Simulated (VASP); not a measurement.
Input of a VASP 6.6.1 run:

run.py

```python
from ase.calculators.vasp import Vasp
from ase.dft.bandgap import bandgap
from ase.io import read

atoms = read('POSCAR')
calc = Vasp(
    directory='calc',
    xc='vdw-df',
    pp='PBE',
    setups='recommended',
    prec='Accurate',
    encut=520,
    ediff=1e-06,
    ismear=0,
    sigma=0.05,
    lreal=False,
    lasph=True,
    nelm=100,
    algo='Normal',
    isif=2,
    lwave=False,
    lcharg=False,
    kpts=[8, 8, 8],
    gamma=True,
)
atoms.calc = calc

print('energy (eV):', atoms.get_potential_energy())
print('free energy (eV):', atoms.get_potential_energy(force_consistent=True))
print('forces (eV/A):')
print(atoms.get_forces())
print('stress (eV/A^3, Voigt):', atoms.get_stress())
print('Fermi level (eV):', calc.get_fermi_level())
gap, top, bottom = bandgap(calc)
print('band gap (eV):', gap, 'from (spin, k, band)', top, 'to', bottom)
```

POSCAR

```
Ba
1.0
   -2.4569140000      2.4541620000      2.3656650000
    2.6081200000     -2.5427630000      2.6054720000
    2.4632000000      2.5490490000     -2.4542660000
Ba
1
Direct
    0.0002950000      0.0008580000      0.0003920000
```

Potentials or basis: VASP PAW PBE potentials, release 64 (Ba_sv).

Command:

```bash
$ python run.py
```

(1) What does it give for the band gap on the k mesh?

(2) Predict the pressure.

## Answers

(1) none (metal or under the smearing width).

(2) 0.3 GPa.

Caveat: the PAW data sets were made with another functional, which shifts forces and pressure a little.
